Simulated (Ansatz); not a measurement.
## Field gradients against strain in PbS

```
CELL_PARAMETERS angstrom
0.00000 2.96500 2.96500
2.96500 0.00000 2.96500
2.96500 2.96500 0.00000
ATOMIC_POSITIONS crystal
Pb 0.00000 0.00000 0.00000
S 0.50000 0.50000 0.50000
```

Atom numbers follow the list: Pb1, S2.

The cell is COD entry 9000001, as deposited and not checked against the literature; nothing was relaxed.

Theory: DFT, PBE, all-electron PAW with datasets made for the crystal, scalar-relativistic in Ansatz 0.2.0.

Numerical set-up: a Γ-centred 8×8×8 k mesh, Fermi–Dirac smearing of 0.01 eV, cutoff 260 eV (chosen by the program for this cell), no spin polarisation.

The strain is applied along the Cartesian axes of the cell as listed (the other components stay zero). Fractional coordinates are held (clamped ions).

The columns are Cartesian components of the electric field gradient at the nuclei, in 10²¹ V/m².

Spin–orbit coupling is left out, which moves gradients at and beside heavy atoms by some per cent and at worst by a factor of two.

Only quantities that a quadratic follows smoothly over the whole series are listed; rougher ones are left out.

| εzz | Vzz at Pb1 | Vzz at S2 |
| --- | --- | --- |
| -0.0300 | -10.33 | -0.41 |
| -0.0200 | -6.75 | -0.26 |
| -0.0100 | -3.31 | -0.12 |
| 0.0000 | 0.00 | 0.00 |
| 0.0200 | 6.23 | 0.19 |
| 0.0300 | 9.16 | 0.27 |

(1) Fit the series and give the gradient–strain slopes.

(2) One run, at εzz = 0.0100, is withheld. Predict its row.

Answers

(1) Least-squares fits y = p0 + p1 x + p2 x² to the rows give Vzz at Pb1: p1 = 325, p2 = -650; Vzz at S2: p1 = 11.3, p2 = -78. The slopes p1 are in 10²¹ V/m² per unit strain, for clamped ions.

(2) The fits give 3.18, 0.10; the run gave 3.18, 0.10.
